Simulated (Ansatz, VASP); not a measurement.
**SiC: VASP beside Ansatz**

```
Si C
1.0
     3.09412    0.00000    0.00000
    -1.54706    2.67959    0.00000
     0.00000    0.00000   10.12934
Si C
4 4
Cartesian
  1.5471 0.8932 9.4997
  0.0000 1.7864 4.4351
  0.0000 0.0000 6.9680
  0.0000 0.0000 1.9033
  1.5471 0.8932 7.5951
  0.0000 1.7864 2.5304
  0.0000 0.0000 5.0692
  0.0000 0.0000 0.0045
```

Alike in both runs: functional PBE; k mesh 12 × 12 × 4; occupations gaussian, width 0.02 eV; no spin polarisation.

Ansatz relaxed the structure, and its values are those at the end. VASP's run is a single point on that final structure, the one shown.

|  | VASP | Ansatz |
| --- | --- | --- |
| version | VASP 6.6.1 | Ansatz 0.2.0 |
| potentials or method | VASP PAW PBE potentials, release 64 (Si, C) | scalar-relativistic, plane waves, PAW |
| plane-wave cutoff (eV) | 520 | 420 |
| valence electrons in the cell | 32 | 32 |

```csv
,VASP,Ansatz,Ansatz less VASP
gap on the k mesh at the Fermi level (eV),2.22,2.22,+0.001
pressure (GPa),0.0,0.0,+0.05
```

A k mesh can miss the band edges. As with any semilocal functional, this PBE gap is likely too small.
